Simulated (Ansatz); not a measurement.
Si3N4: field gradients at two levels of theory

Cell: a COD entry, whose atoms a relaxation with PBE at fixed cell left in place.

```cif
data_Si3N4
_symmetry_space_group_name_H-M 'I-43d'
_symmetry_Int_Tables_number 220
_cell_length_a 6.4747
_cell_length_b 6.4747
_cell_length_c 6.4747
_cell_angle_alpha 90.000
_cell_angle_beta 90.000
_cell_angle_gamma 90.000
loop_
_atom_site_label
_atom_site_type_symbol
_atom_site_symmetry_multiplicity
_atom_site_Wyckoff_symbol
_atom_site_fract_x
_atom_site_fract_y
_atom_site_fract_z
Si Si 12 b 0.3750 0.5000 0.7500
N N 16 c 0.2814 0.2814 0.2814
```

One atom of each set is listed; the run and its k-mesh use a cell of 14 atoms with edges of 5.61, 5.61, 5.61 Å.

First run. Computed with Ansatz: DFT, PBE, plane waves and PAW, scalar-relativistic, 420 eV cutoff, Γ-centred 6×6×6 k-points, Fermi–Dirac smearing 0.02 eV.

```csv
site,V_zz (10²¹ V/m²),η
Si,-0.10,0.00
N,-5.77,0.00
```

Second run. The same atoms and settings, except that the functional is r2SCAN and the cutoff is 500 eV.

Q: Given the first result, estimate the second.

A: 

```csv
site,V_zz,η,change of V_zz
Si,-0.10,0.00,0.00
N,-5.92,0.00,-0.15
```

The largest change of V_zz is on N, from -5.77 to -5.92. In per cent, |V_zz| changes by +3 on N (all sites that start above 0.5).
